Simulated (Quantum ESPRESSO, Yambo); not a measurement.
An input for Quantum ESPRESSO 7.5 (MgI2 (1T monolayer)):

```
&control
  calculation = 'nscf'
  prefix = 'x'
  outdir = 'o'
  pseudo_dir = 'pseudo'
/
&system
  ibrav = 0
  nat = 3
  ntyp = 2
  ecutwfc = 76.0
  nbnd = 181
  force_symmorphic = .true.
/
&electrons
  conv_thr = 1e-9
  electron_maxstep = 80
  diago_full_acc = .true.
  diago_thr_init = 5e-6
/
ATOMIC_SPECIES
  Mg 24.305 Mg.upf
  I 126.9 I.upf
CELL_PARAMETERS angstrom
  4.2075425951 0.0000000002 0.0000000000
  -2.1037712978 3.6438387748 0.0000000000
  0.0000000000 0.0000000000 16.0000000000
ATOMIC_POSITIONS crystal
  Mg 0.0000000000 0.0000000000 0.5000000000
  I 0.3333333333 0.6666666667 0.6046917629
  I 0.6666666667 0.3333333333 0.3953082371
K_POINTS automatic
  9 9 1 0 0 0
```

```sh
OMP_NUM_THREADS=1 mpirun -n 4 pw.x -nk 4 -in pw.in > pw.out
```

Estimate wall time and host memory on 4 MPI ranks of Arm Neoverse V1, shared host.

It took 2.8 min; on shared hardware allow 84 s to 5.6 min. Peak host memory was 1.4 GiB.

[Paths, hosts, dates, memory and timing lines, banners, echoed tables and standing remarks are left out of the program output.]

[Logs are printed without paths, hosts, clocks, repeated set-up lines and the standing remarks that a program may print on its own settings, such as how far it seeks lower states.]

[Runs of the session that timed out or met a known fault of the program may be left out.]

[Hosts, paths, dates, database ids (printed as entryN), source tags and the programs' standing remarks are cut or masked in the printed files.]
